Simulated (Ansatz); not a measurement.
# Thickness series of a Mo/SiC/W junction, part 3 of 6

Wanted: T(E), the conductance and its decay constant for Mo/SiC/W. The lower electrode is Mo bcc(001), the upper one W bcc(001); the barrier is SiC zinc blende(001) (Si and Si faces). In the first transport cell, after relaxation, the nearest pair of electrode and barrier is Mo–Si at 2.64 Å, at a slant, at the lower face and W–Si at 2.62 Å, at a slant, at the upper one. All share a net of side 3.15 Å, which strains the lower electrode by +0.0 %, the upper one by -0.6 % and the barrier by +1.7 %, against typed lattice constants near PBE's. The first steps treat the bulk electrodes alone.

Ansatz 0.2.0; PBE DFT, plane waves, PAW files (the session's first sound run).

So far. Step 4 (Relaxing the interfaces): The largest force component on a free atom ends at 0.0092 eV/Å. At one or more of this run's solves the program warned of density in the dipole ramp over its bound, where dipole, forces and levels can be off.

## Step 5: The open system: T(E)

This step: PBE DFT, plane waves, PAW files; ballistic transmission by layer matching between semi-infinite leads (Ansatz 0.2.0).

System of this step: Mo/SiC/W. The cell holds 31 atoms: 11 Mo, 5 Si, 4 C and 11 W. Its edges and angles: a = 3.150 Å, b = 3.150 Å, c = 58.550 Å, α = 90.0°, β = 90.0°, γ = 90.0°. Regions: left electrode, 11 atoms (11 Mo); barrier, 9 atoms (5 Si and 4 C); right electrode, 11 atoms (11 W). Vacuum lies along c.

The relaxed core is set between ideal electrode layers (this cell holds 9 atomic planes between the electrodes; where that differs from the relaxed slab, whole periods were copied in or cut out without a new relaxation), which the solver continues as semi-infinite leads. A wide energy window on a coarse mesh (10×10) shows where the Fermi level lies against the barrier's bands; the projected density of states shows how far the metals' states reach in.

Contents of input.yaml:

```yaml
crystal:
  lattice:
    - [3.15, 0.0, 0.0]
    - [0.0, 3.15, 0.0]
    - [0.0, 0.0, 58.5501807867]
  atoms:
    - { symbol: Mo, position: [0.0, 0.0, 0.1195555659] }
    - { symbol: Mo, position: [0.5, 0.5, 0.1466025759] }
    - { symbol: Mo, position: [0.0, 0.0, 0.1736495859] }
    - { symbol: Mo, position: [0.5, 0.5, 0.2006965958] }
    - { symbol: Mo, position: [0.0, 0.0, 0.2277436058] }
    - { symbol: Mo, position: [0.5, 0.5, 0.2547906157] }
    - { symbol: Mo, position: [0.0, 0.0, 0.2818376257] }
    - { symbol: Mo, position: [0.5, 0.5, 0.3088846357] }
    - { symbol: Mo, position: [0.0, 0.0, 0.3359316456] }
    - { symbol: Mo, position: [0.5, 0.5, 0.3629786556] }
    - { symbol: Mo, position: [0.0, 0.0, 0.3878388688] }
    - { symbol: Si, position: [0.5, 0.0, 0.4239613362] }
    - { symbol: C, position: [0.0, 0.0, 0.442927307] }
    - { symbol: Si, position: [0.0, 0.5, 0.4614921688] }
    - { symbol: C, position: [0.5, 0.5, 0.4796712703] }
    - { symbol: Si, position: [0.5, 0.0, 0.4984509837] }
    - { symbol: C, position: [0.0, 0.0, 0.5166295361] }
    - { symbol: Si, position: [0.0, 0.5, 0.5354024392] }
    - { symbol: C, position: [0.5, 0.5, 0.5535000907] }
    - { symbol: Si, position: [0.5, 0.0, 0.5725360237] }
    - { symbol: W, position: [0.0, 0.0, 0.6083514341] }
    - { symbol: W, position: [0.5, 0.5, 0.6337788652] }
    - { symbol: W, position: [0.0, 0.0, 0.6611861507] }
    - { symbol: W, position: [0.5, 0.5, 0.6885934361] }
    - { symbol: W, position: [0.0, 0.0, 0.7160007215] }
    - { symbol: W, position: [0.5, 0.5, 0.7434080069] }
    - { symbol: W, position: [0.0, 0.0, 0.7708152924] }
    - { symbol: W, position: [0.5, 0.5, 0.7982225778] }
    - { symbol: W, position: [0.0, 0.0, 0.8256298632] }
    - { symbol: W, position: [0.5, 0.5, 0.8530371486] }
    - { symbol: W, position: [0.0, 0.0, 0.8804444341] }
kpoints:
  mp_grid: { grid: [8, 8, 1] }
scf:
  occupations: { method: fermi_dirac, width: 0.1 }
  max_iter: 150
hamiltonian:
  xc: pbe
output:
  transmission:
    kmesh: [10, 10]
    e_range: [-3, 3]
    de: 0.1
    leads: [[4, 5], [25, 26]]
  dos: { projected: true, e_range: [-6, 5], de: 0.05 }
  write_potential: true
  write_density: true
  volumetric_format: npy
  elf: true
```

Launch:

```
$ ansatz run input.yaml --threads 4 --pin off --max-ram 12288MiB --backend cpu --events-out ev --progress --plain --runs-dir out
```

Numbers of over 12 decimals in the logs are rounded to 6 here.

What it wrote:

```text
[...]
Crystal: 31 atoms, lattice volume = 580.964 Å³
Basis set: ecut = 420 eV, 11451 PW (Γ)
Bands: 207, of which v1, the nominal top of the filled ones, is band 172 counted from 1 (171 counted from 0)
Symmetry: 4 space group operations
[...]
k-points: 25 of 64
[...]
SCF iter   1: F=—  HF=-172926.493427 eV  |F-HF|=—  |Δ(HF+E_count)|=         —  Δρ=1.04e-2  dr2=7.08e1  ethr=1.77e-3  ⟨swp⟩=8.6  Hψ=24998  notcnv=0  defer=1
[...]
SCF iter  10: F=-172926.086428 eV  HF=-172926.086428 eV  |F-HF|=2.91e-8  |Δ(HF+E_count)|=   2.11e-8  Δρ=1.55e-6  dr2=5.40e-8  ethr=2.91e-11  ⟨swp⟩=8.4  Hψ=15100  notcnv=0
SCF 1 converged in 10 iterations: F = -172926.086428 eV  dr2 = 5.40e-8
[...]
transmission: 260 of 2592 steps passed
transmission: 519 of 2592 steps passed
[...]
transmission: 2592 of 2592 steps passed
WARN: The output density's exchange-correlation potential varies sharply where the density is thin. Do not read a vacuum level from v_tot or v_xc, or from such a field of the output density. On a cell that repeats whose density bears no net charge and no dipole along the vacuum's axis use v_es (v_loc + v_h of the components); under efield.dipole_correction with no amplitude use v_es + v_field, which holds any externa [...]
SCF converged after 10 iterations
Free energy (F): -172926.086428 eV
[...]
Internal energy: -172925.552697 eV  (E = F + TS)
E sigma→0 (E₀):  -172925.819562 eV
Entropy (-TS):   -0.533731 eV (-17.217 meV/atom)
Fermi energy:    13.781632 eV
[...]
--- Band table (eV; the first three rows and the last of 25) ---
  k-point 0: bands = [... 168 lower, 13.3740, 13.3863, 13.4515, 13.4996, 13.5103, 13.5860, 13.6658, 13.7422, ... 31 higher]
  k-point 1: bands = [... 168 lower, 13.5481, 13.5854, 13.6341, 13.6823, 13.8111, 13.8207, 13.9409, 13.9429, ... 31 higher]
  k-point 2: bands = [... 168 lower, 13.3467, 13.4258, 13.6269, 13.7010, 14.0789, 14.0914, 14.1071, 14.1564, ... 31 higher]
  k-point 24: bands = [... 168 lower, 14.3432, 14.5827, 14.8768, 15.3611, 15.5200, 15.5496, 15.5784, 15.6231, ... 31 higher]
--- Transmission ---
  basis      : 89 plane waves across, 72 finite elements along
  points     : 36, standing for a mesh of 10 x 10
  energies   : 61 from -3.000000 to 3.000000 eV about the Fermi level, 0.100000 eV apart; the leads are filled to 0.000000 eV, and channels, transmission and decay are at 0.000000 eV
  crystal 0  : Mo1, at the sites [4, 5], period 1.5836 Å, over 15.84 Å; its Hamiltonian steps by up to 60.9 meV: too much for a lead, lay more layers or, if its atoms are ordered, name the step of that order
    offset         : up to 0.0000 Å between an atom of the period and one for which it stands
    channels       : 1.620000e0 a spin
    conductance    : none, the energies end too early or step too widely for 300 K: set another output.transmission.e_range or a lower de, or, where they end at an eighth of basis.ecutwfc, a higher one
    slowest decay  : 0.0701 /Å at (0.2000, 0.5000)
  crystal 1  : W1, at the sites [25, 26], period 1.6047 Å, over 16.05 Å; its Hamiltonian steps by up to 24.3 meV
[...]
channels       : 1.180000e0 a spin
[...]
slowest decay  : 0.0626 /Å at (0.3000, 0.2000)
  junction   : crystal 0 to crystal 1, 14.82 to 43.42 Å
    transmission   : 3.679264e-3 a spin
[...]
```

Wall time 6.7 min (4 threads of Arm Neoverse V1, shared host); peak memory 4.6 GiB; 23 min of CPU time.

Numbers from this step:

```yaml
free_energy: -172926.0864 eV
fermi_energy: 13.78 eV
level_to_which_the_leads_are_filled: 0 eV from the Fermi level
transmission_at_the_fermi_level_a_spin_zone_mean: 0.003679
channels_of_the_lower_lead: 1.62
channels_of_the_upper_lead: 1.18
potential_step_in_the_lower_lead: 60.9 meV
potential_step_in_the_upper_lead: 24.3 meV
```

One spin. The transmission, zone mean by energy, zero at the Fermi level:

```csv
energy (eV),"transmission, zone mean"
-3.00,0.129
-2.80,0.271
-2.70,0.219
-2.50,0.183
-2.40,0.152
-2.30,0.218
-2.20,0.197
-2.00,0.188
-1.90,0.189
-1.70,0.164
-1.50,0.129
-1.40,0.0967
-1.20,0.0431
-1.10,0.0247
-0.90,0.0234
-0.70,0.0186
-0.60,0.0274
-0.40,0.0110
-0.20,0.00955
-0.10,0.00795
0.00,0.00368
0.10,0.00245
0.20,0.00137
0.40,8.4e-4
0.60,9.7e-4
0.70,8.3e-4
0.90,0.00136
1.10,0.00364
1.20,0.0106
1.40,0.00216
1.50,0.00259
1.70,0.00844
1.90,0.0225
2.00,0.0373
2.20,0.0500
2.40,0.0303
2.50,0.0434
2.70,0.118
2.80,0.0585
3.00,0.0585
```

One spin. Open channels, zone mean against energy, zero at the Fermi level:

```csv
energy (eV),lower lead,upper lead
-3.00,2.29,1.87
-2.70,2.13,2.03
-2.40,1.63,1.95
-2.10,2.07,3.11
-1.90,2.63,3.03
-1.60,3.11,2.55
-1.30,2.1,1.63
-1.00,1.9,1.38
-0.70,1.5,1.3
-0.40,1.46,0.94
-0.10,1.7,1.18
0.00,1.62,1.18
0.10,1.82,1.34
0.40,2.02,1.74
0.70,2.42,1.7
1.00,2.9,2.4
1.30,2.58,2.6
1.60,2.5,2.48
1.90,2.18,2.36
2.10,2.3,2.27
2.40,2.3,2.05
2.70,2.4,2.34
3.00,2.16,2.14
```

Transmission over k1 and k2. At 0.0000 eV from the Fermi level; zeros and values more than six decades under the largest are shown at that floor.

log10 of the mean of each cell; the least values stand at a floor. Values, 10 rows by 10 columns:
```
-7.1 -7.1 -7.1 -7.1 -3.9 -1.1 -3.9 -7.1 -7.1 -7.1
-7.1 -7.1 -7.1 -7.1 -4.9 -3.6 -4.9 -7.1 -7.1 -7.1
-7.1 -7.1 -7.1 -5.6 -2.6 -4.2 -2.6 -5.6 -7.1 -7.1
-2.2 -3.3 -4.8 -1.7 -2.4 -2.8 -2.4 -1.7 -4.8 -3.3
-1.6 -3.3 -4.8 -4.7 -3.2 -2.8 -3.2 -4.7 -4.8 -3.3
-2.2 -3.3 -4.8 -1.7 -2.4 -2.8 -2.4 -1.7 -4.8 -3.3
-7.1 -7.1 -7.1 -5.6 -2.6 -4.2 -2.6 -5.6 -7.1 -7.1
-7.1 -7.1 -7.1 -7.1 -4.9 -3.6 -4.9 -7.1 -7.1 -7.1
-7.1 -7.1 -7.1 -7.1 -3.9 -1.1 -3.9 -7.1 -7.1 -7.1
-2.6 -7.1 -7.1 -7.1 -2.1 -1.4 -2.1 -7.1 -7.1 -7.1
```
Columns: k1 (b1) from -0.5 to 0.4; rows upwards: k2 (b2) from -0.5 to 0.4.

Open channels of the lower lead over k1 and k2. At 0.0000 eV from the Fermi level.

Values, 10 rows by 10 columns:
```
2.00 1.00 0.00 0.00 3.00 4.00 3.00 0.00 0.00 1.00
0.00 0.00 0.00 0.00 1.00 3.00 1.00 0.00 0.00 0.00
0.00 0.00 0.00 1.00 2.00 2.00 2.00 1.00 0.00 0.00
4.00 3.00 1.00 2.00 4.00 4.00 4.00 2.00 1.00 3.00
4.00 4.00 3.00 2.00 4.00 4.00 4.00 2.00 3.00 4.00
4.00 3.00 1.00 2.00 4.00 4.00 4.00 2.00 1.00 3.00
0.00 0.00 0.00 1.00 2.00 2.00 2.00 1.00 0.00 0.00
0.00 0.00 0.00 0.00 1.00 3.00 1.00 0.00 0.00 0.00
2.00 1.00 0.00 0.00 3.00 4.00 3.00 0.00 0.00 1.00
2.00 2.00 0.00 0.00 4.00 4.00 4.00 0.00 0.00 2.00
```
Columns: k1 (b1) from -0.5 to 0.4; rows upwards: k2 (b2) from -0.5 to 0.4.

Open channels of the upper lead over k1 and k2. At 0.0000 eV from the Fermi level.

Ten even steps from '_' (0.00) to '@' (4.00):
```
________::++::______
________::##::______
______::++++++::____
@@::::++++@@++++::::
@@++##++@@@@@@++##++
@@::::++++@@++++::::
______::++++++::____
________::##::______
________::++::______
++______@@@@@@______
```
Columns: k1 (b1) from -0.5 to 0.4; rows upwards: k2 (b2) from -0.5 to 0.4.

Projected DOS an atom over height of the atomic layer and energy from the Fermi level. Layers: Mo Mo Mo Mo Mo Mo Mo Mo Mo Mo Mo Si C Si C Si C Si C Si W W W W W W W W W W W; projections on atoms miss part of the total, and the computed bands can run out at the top of the range; a column is the mean of 2 neighbouring layers, the last of those left over.

Values in states/eV, 22 rows by 16 columns, each cell a mean:
```
2.04 1.76 1.58 1.51 1.46 0.64 0.13 0.04 0.03 0.06 0.59 0.95 0.88 0.84 1.05 1.82
1.70 1.45 1.35 1.37 1.42 0.78 0.15 0.04 0.02 0.04 0.52 0.73 0.91 0.79 0.75 1.12
1.25 0.95 1.02 0.97 0.96 0.70 0.13 0.04 0.02 0.04 0.49 0.59 0.67 0.66 0.71 1.52
1.11 0.73 0.91 0.85 0.83 0.76 0.11 0.02 0.02 0.05 0.54 0.52 0.63 0.59 0.45 1.15
1.04 0.51 0.54 0.56 0.56 0.63 0.08 0.02 0.02 0.07 0.75 0.38 0.33 0.33 0.44 1.78
1.63 0.65 0.55 0.56 0.53 0.72 0.06 0.03 0.06 0.29 1.10 0.43 0.32 0.34 0.50 2.71
1.32 0.49 0.40 0.44 0.49 0.96 0.10 0.05 0.08 0.40 1.02 0.43 0.33 0.37 0.41 1.30
1.06 0.67 0.64 0.68 0.68 0.95 0.08 0.07 0.13 0.43 1.06 0.59 0.49 0.48 0.50 1.09
1.21 1.14 1.10 1.01 0.93 0.89 0.12 0.15 0.26 0.51 0.95 0.83 0.66 0.73 0.73 0.98
1.39 1.62 1.74 1.78 1.39 0.84 0.15 0.22 0.38 0.63 1.15 1.30 1.32 1.38 1.24 1.31
1.37 1.16 1.33 1.36 1.25 0.76 0.19 0.39 0.50 0.65 1.30 1.45 1.67 1.61 1.40 1.46
1.28 1.02 0.91 0.96 1.30 0.84 0.29 0.52 0.49 0.59 1.28 1.07 1.06 0.97 1.24 1.21
1.57 1.55 1.69 1.57 1.45 0.72 0.31 0.52 0.51 0.53 1.38 1.39 1.20 1.33 1.41 1.37
1.46 1.73 1.77 1.74 1.88 0.78 0.52 0.63 0.59 0.48 1.17 1.40 1.63 1.57 1.34 0.61
1.31 0.94 0.84 0.89 1.14 0.81 0.54 0.55 0.55 0.47 0.81 1.15 1.41 1.25 0.98 0.37
0.90 1.44 1.23 1.19 1.35 0.75 0.56 0.53 0.53 0.43 0.82 0.53 0.48 0.56 0.99 0.86
0.80 1.30 1.52 1.50 1.30 0.55 0.43 0.44 0.47 0.42 0.72 0.62 0.45 0.56 0.91 1.21
0.70 1.42 1.04 1.10 1.26 0.48 0.46 0.51 0.53 0.50 0.84 1.04 0.94 0.88 0.93 0.38
0.35 1.00 1.29 1.26 1.06 0.47 0.49 0.57 0.38 0.42 0.74 1.07 1.23 1.16 0.96 0.35
0.11 0.28 0.36 0.39 0.32 0.22 0.31 0.27 0.21 0.20 0.51 0.82 0.80 0.83 0.80 0.28
0.10 0.16 0.20 0.17 0.17 0.21 0.44 0.36 0.29 0.27 0.45 0.74 0.68 0.70 0.67 0.25
0.05 0.10 0.09 0.11 0.10 0.23 0.45 0.34 0.27 0.28 0.31 0.65 0.73 0.71 0.53 0.18
```
Columns: height of the atomic layer (Å) from 7.79 to 51.5 (not evenly spaced); rows upwards: energy from the Fermi level (eV) from -6 to 1.6.

ELF in the ca plane at fractional y = 0.000, with atoms of Mo and Si and C and W within 0.2 Å of it. It is the smooth field of the valence electrons, not physical close to the nuclei.

Ten even steps from '0' (0.02) to '9' (0.91), each cell a mean:
```
42322766732326767412478537731002688447620013
23442466423423565346589976410012699976300124
34443211234442211487358862000132269852000232
54344433444445423797432420000232323420000231
44444322344444212697335641000232136631000231
23443233224432332367579974200122489974100133
32432677623425777324589867520012699767510024
51322755732326647511367217741001586127730013
```
Columns run along c (16.0 Å, from fractional 0.30 to 0.57 of the cell), rows up along a (3.1 Å). Atoms in or near the plane, at fractional coordinates: Mo at (0.34, 0.00), Mo at (0.39, 0.00), Si at (0.42, 0.50), C at (0.44, 0.00), Si at (0.50, 0.50), C at (0.52, 0.00).

Electrostatic potential energy in the ca plane at fractional y = 0.000, with atoms of Mo and Si and C and W within 0.2 Å of it. With pseudopotentials it is smooth inside the atoms' cores, unlike the true potential.

Ten even steps from '0' (-54 eV) to '9' (17 eV), each cell a mean:
```
69999999851279999999998410158996100379984101
99999987787899999987898743579998534689997434
99999852368999999842379988899999888999999888
99999730048999999620158999999999999999999999
99999831148999999731258999999999999999999999
99999875578999999865689866789998766899998666
89999998874589999999998521269997311489986212
59999999840069999999998300048985100279984000
```
Columns run along c (16.0 Å, from fractional 0.45 to 0.73 of the cell; values clipped at the 3rd and 97th percentile), rows up along a (3.1 Å). Atoms in or near the plane, at fractional coordinates: Si at (0.50, 0.50), C at (0.52, 0.00), Si at (0.57, 0.50), W at (0.61, 0.00), W at (0.66, 0.00), W at (0.72, 0.00).

Valence density in the ca plane at fractional y = 0.000, with atoms of Mo and Si and C and W within 0.2 Å of it. It is the smooth field of the valence electrons, not physical close to the nuclei.

Ten even steps from '0' (0.1 e/Å³) to '9' (6.5 e/Å³), each cell a mean:
```
16984000027972000169840000022210000000122210
02331000012421000023310000011100000000111100
00000000000000000000000000000000000000000000
00000000000000000000000000000000000000000000
00000000000000000000000000000000000000000000
01110000001110000001100000010000000000010000
14762000015751000146630000012100000000112100
27995000038983000279951000022210000000122210
```
Columns run along c (16.0 Å, from fractional 0.27 to 0.54 of the cell), rows up along a (3.1 Å). Atoms in or near the plane, at fractional coordinates: Mo at (0.28, 0.00), Mo at (0.34, 0.00), Mo at (0.39, 0.00), Si at (0.42, 0.50), C at (0.44, 0.00), Si at (0.50, 0.50), C at (0.52, 0.00).

At the Fermi level the transmission is 0.0037, as a zone mean for one spin on this coarse mesh. At the Fermi level the layers of this cell's barrier hold from 0.0075 to 0.12 states an eV and atom. In the worse lead the potential repeats within 61 meV, which the program flags as too much for a lead, so G carries that doubt.

[end of part 3 of 6]

[Logs are printed without paths, hosts, clocks, repeated set-up lines and the standing remarks that a program may print on its own settings, such as how far it seeks lower states.]

[Hosts, paths, dates, database ids (printed as entryN), source tags and the programs' standing remarks are cut or masked in the printed files.]
